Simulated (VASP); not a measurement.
# TaSi2: core levels with PBEsol

TaSi2:

```
CELL_PARAMETERS angstrom
4.78000 0.00000 0.00000
-2.39000 4.13960 0.00000
0.00000 0.00000 6.56400
ATOMIC_POSITIONS crystal
Ta 0.00000 0.50000 0.16667
Ta 0.50000 0.50000 0.83333
Ta 0.50000 0.00000 0.50000
Si 0.33330 0.16665 0.16667
Si 0.16665 0.83335 0.83333
Si 0.83335 0.66670 0.50000
Si 0.66670 0.83335 0.16667
Si 0.83335 0.16665 0.83333
Si 0.16665 0.33330 0.50000
```

```yaml
Program: VASP 6.6.1
Task: core levels
Functional: PBEsol
Potentials_or_basis: VASP PAW PBE potentials, release 64 (Ta_pv, Si)
Cutoff: 520 eV
k_mesh: 5 × 5 × 3
Occupations: gaussian, width 0.02 eV
Spin: no spin polarisation
Further_INCAR_settings: ALGO = Normal; EDIFF = 1e-06
```

```yaml
Pressure: -0.9 GPa
Largest_force: 0.756 eV/Å
Band_gap_on_the_k_mesh: none (metal or under the smearing width)
```

Forces on the atoms (eV/Å):
```
Ta   0.000  0.000  0.000
Ta   0.000  0.000  0.000
Ta   0.000  0.000  0.000
Si  -0.654 -0.378  0.000
Si  -0.654  0.378  0.000
Si   0.000  0.756  0.000
Si   0.654  0.378  0.000
Si   0.654 -0.378  0.000
Si   0.000 -0.756  0.000
```

Stress tensor (GPa, compression positive):
```
-1.96  0.00  0.00
 0.00 -1.96  0.00
 0.00  0.00  1.12
```

Levels at points of the mesh, in eV from the Fermi level:
| k point | band 25 | band 26 | band 27 | band 28 | band 29 | band 30 | band 31 | band 32 | band 33 | band 34 |
| --- | --- | --- | --- | --- | --- | --- | --- | --- | --- | --- |
| (0.00, 0.00, 0.00) | -2.50 | -2.26 | -2.26 | -2.21 | -1.77 | 0.55 | 3.12 | 3.12 | 3.46 | 3.51 |

Core levels (eV, on the scale of the bands):
| atom | levels |
| --- | --- |
| 1 Ta | 1s -67328.3, 2s -11554.0, 2p -10121.2, 3s -2635.5, 3p -2209.6, 3d -1713.3, 4s -525.6, 4p -385.9, 4d -207.3, 4f -10.0, 5s -58.2 |
| 2 Ta | 1s -67328.3, 2s -11554.0, 2p -10121.2, 3s -2635.5, 3p -2209.6, 3d -1713.3, 4s -525.6, 4p -385.9, 4d -207.3, 4f -10.0, 5s -58.2 |
| 3 Ta | 1s -67328.3, 2s -11554.0, 2p -10121.2, 3s -2635.5, 3p -2209.6, 3d -1713.3, 4s -525.6, 4p -385.9, 4d -207.3, 4f -10.0, 5s -58.2 |
| 4 Si | 1s -1771.2, 2s -125.0, 2p -81.0 |
| 5 Si | 1s -1771.2, 2s -125.0, 2p -81.0 |
| 6 Si | 1s -1771.2, 2s -125.0, 2p -81.0 |

It took 52 s on 1 thread of Intel(R) Xeon(R) Platinum 8559C (Emerald Rapids), with other jobs on the host, peak memory 0.23 GiB.

Caveat: the PAW data sets were made with another functional, which shifts forces and pressure a little; the cell's inner coordinates are idealised or old, which leaves forces on the atoms. Spin-orbit coupling is left out, which matters for the levels of Ta.
